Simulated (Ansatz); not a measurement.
# ZnAu: further runs on the relaxed cell

The task here is to estimate one member of a computed series from the others.

Method: DFT PBEsol, scalar-relativistic, plane waves, PAW, in Ansatz 0.2.0.

1 further run of the same task is left out (set aside as unsound or not needed).

### Starting point

The structure is cubic, space group Pm-3m (No. 221). The conventional cell has a = 3.128 Å, b = 3.128 Å, c = 3.128 Å, α = 90.00°, β = 90.00°, γ = 90.00°. Around Zn (site symmetry m-3m) lie 8 Au at 2.71 Å. Around Au (site symmetry m-3m) lie 8 Zn at 2.71 Å.

Structure file:

```cif
data_structure
_symmetry_space_group_name_H-M 'Pm-3m'
_symmetry_Int_Tables_number 221
_cell_length_a 3.1282
_cell_length_b 3.1282
_cell_length_c 3.1282
_cell_angle_alpha 90.000
_cell_angle_beta 90.000
_cell_angle_gamma 90.000
_cell_volume 30.61
loop_
_atom_site_label
_atom_site_type_symbol
_atom_site_symmetry_multiplicity
_atom_site_Wyckoff_symbol
_atom_site_fract_x
_atom_site_fract_y
_atom_site_fract_z
_atom_site_occupancy
Zn1 Zn 1 b 0.50000 0.50000 0.50000 1
Au1 Au 1 a 0.00000 0.00000 0.00000 1
```

It is the result of an earlier relaxation at this level (volume 15.31 Å³/atom; gap on the mesh: none (metal)).

The first run:

input.yaml

```yaml
crystal:
  lattice:
    - [3.1281886229, 0.0, 0.0]
    - [0.0, 3.1281886229, 0.0]
    - [0.0, 0.0, 3.1281886229]
  atoms:
    - { symbol: Zn, position: [0.5, 0.5, 0.5] }
    - { symbol: Au, position: [0.0, 0.0, 0.0] }
basis:
  ecutwfc: 420
kpoints:
  mp_grid: { grid: [14, 14, 14] }
  band_path:
    path:
      - [[0.0, 0.0, 0.0], [0.0, 0.5, 0.0], [0.5, 0.5, 0.0], [0.0, 0.0, 0.0], [0.5, 0.5, 0.5], [0.0, 0.5, 0.0]]
      - [[0.5, 0.5, 0.5], [0.5, 0.5, 0.0]]
    npoints: 14
hamiltonian:
  xc: pbesol
scf:
  occupations: { method: gaussian, width: 0.1 }
  n_extra_bands: 6
output:
  forces: true
  stress: true
  eigenvalues: true
  populations: true
  dos: { projected: true, de: 0.02, nscf_kmesh: { grid: [21, 21, 21] } }
  bader: true
  write_density: true
  write_potential: true
  elf: true
  volumetric_format: npy
```

Launch:

```sh
ansatz run input.yaml --threads 1 --pin off --max-ram 2560MiB --backend cpu --events-out ev --progress --plain --runs-dir out
```

Among the steps run: Bands, states and charges; The cell as listed, for comparison; Point at V/V0 = 0.97; Volume × 1.03; Point at V/V0 = 0.94; Volume × 1.06; Point at V/V0 = 0.91; The cell scaled to 1.10 of its volume; Point at V/V0 = 0.88.

One table of the session follows, with a row left open; its other results are not shown here.

It belongs to the step «Equation of state». 

| volume (Å³/atom) | energy above the lowest point (meV/atom) | pressure (GPa) |
| --- | --- | --- |
| 13.469 | 128.7 | 25.75 |
| 13.928 | 67.4 | 17.36 |
| 14.387 | 27.9 | 10.43 |
| 14.846 | 6.5 | 4.71 |
| 15.306 | 0.0 | 0.00 |
| 15.765 | 5.7 | -3.87 |
| 16.224 | ? | ? |
| 16.836 | 55.1 | -10.43 |

Q: Estimate the row for volume (Å³/atom) = 16.224 from the others.

Worked estimate for «energy above the lowest point (meV/atom)». A straight line through the neighbours (15.765, 5.7) and (16.836, 55.1) gives 5.7 + (55.1 − 5.7) × (16.224 − 15.765) / (16.836 − 15.765) = 26.9; a parabola fitted to 3 rows on both sides gives 20.7.

**Answer.** energy above the lowest point (meV/atom): 21.5; pressure (GPa): -7.06. In «energy above the lowest point (meV/atom)» the line misses by +5.4 and the parabola by -0.8.
